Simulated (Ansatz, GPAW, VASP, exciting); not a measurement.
# Si: 5 runs at one level of theory

```
Si
1.0
     0.00000    2.72185    2.72185
     2.72185    0.00000    2.72185
     2.72185    2.72185    0.00000
Si
2
Direct
  0.50000 0.50000 0.50000
  0.75000 0.75000 0.75000
```

Alike in all runs: task single point; functional PBE; k mesh 8 × 8 × 8; occupations gaussian, width 0.012 eV; no spin polarisation; no spin-orbit coupling. Pressure is positive in compression and, in plane waves, holds the error of the finite cutoff, which Ansatz's Pulay term estimates and takes out.

| program and potentials | plane-wave cutoff (eV) | notes | band gap (eV) | pressure (GPa) |
| --- | --- | --- | --- | --- |
| Ansatz, Ansatz PAW | 420 | Pulay term of +0.02 GPa included | 0.63 | 1.34 |
| exciting, all-electron LAPW+lo, shipped species files, valence relativity iora* | - | - | 0.63 | - |
| VASP, PBE PAW files Si, 520 eV | 520 | - | 0.63 | 1.27 |
| GPAW, GPAW PAW data sets (gpaw-data 1.2.1) | 600 | - | 0.62 | 1.61 |
| Ansatz, all-electron LAPW, scalar-relativistic | - | - | 0.63 | 1.31 |

The band gap spans 0.62 (GPAW, GPAW PAW data sets (gpaw-data 1.2.1)) to 0.63 eV (exciting, all-electron LAPW+lo, shipped species files, valence relativity iora*), with all-electron results at 0.63. The pressure spans 1.27 (VASP, PBE PAW files Si, 520 eV) to 1.61 GPa (GPAW, GPAW PAW data sets (gpaw-data 1.2.1)), with all-electron results at 1.31. The gap is indirect and read on the mesh alone.

The functional is the same throughout but for its coding, so the spread measures potentials, basis and numerics; runs on potential files found faulty are left out.
